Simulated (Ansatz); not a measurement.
Input and output of a relaxation of cell and atoms on ZnO built on the h-MgO prototype (Ansatz, r2SCAN). It starts from the PBE minimum.

```yaml
crystal:
  lattice:
    - [3.4443157165, 0.0, 0.0]
    - [-1.7221578583, 2.9828649092, 0.0]
    - [0.0, 0.0, 4.6180208387]
  atoms:
    - { symbol: Zn, position: [0.3333333333, 0.6666666667, 0.25] }
    - { symbol: Zn, position: [0.6666666667, 0.3333333333, 0.75] }
    - { symbol: O, position: [0.6666666667, 0.3333333333, 0.25] }
    - { symbol: O, position: [0.3333333333, 0.6666666667, 0.75] }
kpoints:
  mp_grid: { grid: [12, 12, 6] }
hamiltonian:
  xc: r2scan
scf:
  occupations: { method: fermi_dirac, width: 0.02 }
relax:
  f_tol: 0.005
  cell: {}
```

In the abridged output below, numbers in square brackets stand for lines, or ends of lines, that were taken out.
```
Functional definition: r2SCAN
Crystal: 4 atoms, lattice volume = 47.445 Å³
[1]
[2]
Symmetry: 24 space group operations
Space group: P63/mmc (ITA 194)
k-points: 76 of 864
relax step 1: F+E_penalty+E_count = -7789.57302702 eV  P = -6.161 GPa  Ω = 47.445 Å³
--- Relaxed structure (5 steps of the walk, 5 accepted, 1 SCFs on fresh bases) ---
[3]
```

Problem. Fill in the blanks. They hold the relaxed structure, the band count, cutoff and plane waves at Γ.

Solution.
```
[1]
Basis set: ecut = 500 eV, 1217 PW (Γ)
[2]
Bands: 22, of which v1, the nominal top of the filled ones, is band 18 counted from 1 (17 counted from 0)
[3]
  F+E_penalty+E_count = -7789.61661962 eV
  cell:  # Å, volume = 45.2631 Å³
    - [3.416534, 0.000000, 0.000000]
    - [-1.708267, 2.958805, 0.000000]
    - [0.000000, 0.000000, 4.477568]
  atoms:
    - { symbol: Zn, position: [0.333333, 0.666667, 0.250000] }
    - { symbol: Zn, position: [0.666667, 0.333333, 0.750000] }
    - { symbol: O, position: [0.666667, 0.333333, 0.250000] }
    - { symbol: O, position: [0.333333, 0.666667, 0.750000] }
```
Only the leading digits can be foreseen; the rest is this run's record.

Run as `ansatz run input.yaml --threads 2 --pin off --max-ram 2211MiB --backend cpu --events-out ev --progress --plain --runs-dir out`.

No spin polarisation. The prototype was imposed, so other structures may be more stable.
